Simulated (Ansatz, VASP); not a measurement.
## Al2Pt in VASP and in Ansatz

```
Al Pt
1.0
     4.20475    0.00000    0.00000
    -2.10237    3.64142    0.00000
     0.00000    0.00000   23.58290
Al Pt
6 3
Direct
  0.00000 0.00000 0.32804
  0.33333 0.66667 0.39091
  0.66667 0.33333 0.46344
  0.00000 0.00000 0.53656
  0.33333 0.66667 0.60909
  0.66667 0.33333 0.67196
  0.66667 0.33333 0.35593
  0.33333 0.66667 0.50000
  0.00000 0.00000 0.64407
```

Alike in both runs: task single point; functional PBE; k mesh 9 × 9 × 1; occupations gaussian, width 0.1 eV; no spin polarisation.

|  | VASP | Ansatz |
| --- | --- | --- |
| version | VASP 6.6.1 | Ansatz 0.2.0 |
| potentials or method | VASP PAW PBE potentials, release 64 (Al, Pt) | scalar-relativistic, plane waves, PAW |
| plane-wave cutoff (eV) | 520 | 420 |
| valence electrons in the cell | 48 | 72 |

Ansatz gave:

* gap on the k mesh at the Fermi level (eV): none
* rms of the force components (eV/Å): 0.004
* work function, face that differs most (eV): 4.19

Problem. Estimate VASP's values.

Solution. gap on the k mesh at the Fermi level (eV): none; rms of the force components (eV/Å): 0.005; work function, face that differs most (eV): 4.19.

A gap of «none» marks a metal or a gap that the smearing closes. With one functional, cell and mesh, what is left measures potentials, basis and numerics. The two sets of potentials don't hold the same shells in valence. Ansatz warned: «xc_potential_rough_in_thin_density».

Spin-orbit coupling is left out, which matters for the levels of Pt.
